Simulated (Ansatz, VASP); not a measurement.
## Mo in VASP and in Ansatz

File INCAR:

```
SYSTEM = Mo
PREC = Accurate
ENCUT = 520
EDIFF = 1E-7
ISMEAR = 0
SIGMA = 0.15
LREAL = .FALSE.
LASPH = .TRUE.
NELM = 100
ALGO = Normal
ISIF = 2
LWAVE = .FALSE.
LCHARG = .TRUE.
GGA = PE
LELF = .TRUE.
LVHAR = .TRUE.
NBANDS = 13
```

Contents of KPOINTS:

```
Automatic mesh
0
G
  21 21 18
  0 0 0
```

File POSCAR:

```
Mo
1.0
    2.6944777412      0.0000000000      0.0000000000
   -1.3472388706      2.3334861739      0.0000000000
    0.0000000000      0.0000000000      2.5551807000
Mo
1
Direct
    0.0000000000      0.0000000000      0.5000000000
```

Input for Ansatz:

```yaml
crystal:
  lattice:
    - [2.6944777412, 0.0, 0.0]
    - [-1.3472388706, 2.3334861739, 0.0]
    - [0.0, 0.0, 2.5551807]
  atoms:
    - { symbol: Mo, position: [0.0, 0.0, 0.5] }
basis:
  ecutwfc: 420
kpoints:
  mp_grid: { grid: [21, 21, 18] }
hamiltonian:
  xc: pbe
scf:
  occupations: { method: gaussian, width: 0.15 }
output:
  forces: true
  stress: true
  eigenvalues: true
```

Change from the starting cell: strain -0.015 along x and y, +0.000 along z, atoms carried along.

Alike in both runs: task single point; functional PBE; k mesh 21 × 21 × 18; occupations gaussian, width 0.15 eV; no spin polarisation.

```csv
,VASP,Ansatz
version,VASP 6.6.1,Ansatz 0.2.0
potentials or method,"VASP PAW PBE potentials, release 64 (Mo_sv)","scalar-relativistic, plane waves, PAW"
plane-wave cutoff (eV),520,420
valence electrons in the cell,14,14
```

Ansatz gave:

```
gap on the k mesh at the Fermi level (eV)       : none
pressure (GPa)                                  : 10.8
largest component of the traceless stress (GPa) : 9.11
```

Which values does VASP return?

gap on the k mesh at the Fermi level (eV): none; pressure (GPa): 11.4; largest component of the traceless stress (GPa): 9.03.

A gap of «none» marks a metal or a gap that the smearing closes.
